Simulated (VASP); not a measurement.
# Ta, self-consistent run: which settings are enough?

Ta, Fm-3m (no. 225), 1 atom in the cell. LAK; PAW potentials Ta_pv (PBE set). VASP 6.6.1.

Wanted: energy within 0.2 meV/atom; Fermi level within 0.005 eV.

What the run is for: comparing ways to start; Accuracy asked: tight.

POSCAR:
```
Ta
1.0
    0.0000000000      2.1100000000      2.1100000000
    2.1100000000      0.0000000000      2.1100000000
    2.1100000000      2.1100000000      0.0000000000
Ta
1
Direct
    0.0000000000      0.0000000000      0.0000000000
```

## How the run starts (with a second run first, the time holds both)

| How the run starts (with a second run first, the time holds both) | Energy less reference (meV/atom) | Fermi level (eV) | Time (s) |
|---|---|---|---|
| from scratch: 20 SCF iterations | 0.00 | 5.7335 | 52 |
| PBE orbitals (WAVECAR): 10 + 9 SCF iterations | 0.00 | 5.7334 | 39 |
| PBE density (CHGCAR): 10 + 15 SCF iterations | 0.00 | 5.7331 | 54 |
| loose PBE orbitals: 9 + 9 SCF iterations | 0.00 | 5.7334 | 37 |

## Question

For each series: keep the first row unless others stay within half of the tolerance and take at least 30 % less time, and then take the fastest.

## Answer

- How the run starts (with a second run first, the time holds both): from scratch: 20 SCF iterations

The chosen settings are those of the reference run.

## The input

INCAR:
```
METAGGA = LAK ; ISMEAR = 1
SIGMA = 0.1 ; LWAVE = False
LCHARG = False ; ISIF = 2
PREC = Accurate ; LASPH = True
LREAL = False ; ALGO = Normal
EDIFF = 1E-6 ; NELM = 120
GGA_COMPAT = False ; ENCUT = 440
LMIXTAU = True
```

KPOINTS:
```
k-points
0
Gamma
  13 13 13
```

Commands:
```
cat potpaw_PBE.64/Ta_pv/POTCAR > POTCAR
mpirun -np 1 vasp_std > vasp.out
```

The chosen input took VASP 6.6.1 52 s on 1 core (Intel Xeon Platinum 8259CL @ 2.50GHz (Skylake/Cascade Lake)), a shared host.
